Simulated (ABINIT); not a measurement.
**BaZrO3 in ABINIT: the effect of functional**

The system is BaZrO3.

```
Ba Zr O
1.0
     4.19134    0.00000    0.00000
     0.00000    4.19134    0.00000
     0.00000    0.00000    4.19134
Ba Zr O
1 1 3
Direct
  0.00000 0.00000 0.00000
  0.50000 0.50000 0.50000
  0.50000 0.50000 0.00000
  0.50000 0.00000 0.50000
  0.00000 0.50000 0.50000
```

Alike in all runs:

```yaml
Program: ABINIT 10.8.3 (patched build)
Task: band structure
k_mesh: 6 × 6 × 6
Occupations: fermi-dirac, width 0.05 eV
Spin: no spin polarisation
```

One run gave: gap on the mesh 3.08 eV; pressure -4.7 GPa. Which functional did it use?
A. PBE
B. PBEsol
C. LDA
D. r2SCAN

C.

```csv
functional,potentials or basis,cutoff,gap on the mesh (eV),pressure (GPa)
PBE,JTH PAW PBE v2.0,626 eV,3.20,4.4
LDA,JTH PAW LDA v2.0,626 eV,3.08,-4.7
PBEsol,JTH PAW PBE v2.0,626 eV,3.11,-0.8
r2SCAN,JTH PAW PBE v2.0,762 eV,3.71,1.7
```

Caveats: this set's barium file shifts pressures by 1.5 GPa and gaps by 0.1 eV against other sets; spin-orbit coupling is left out, which moves the levels of the heavy elements; the PAW data sets were made with another functional, which shifts forces and pressure a little (some runs).

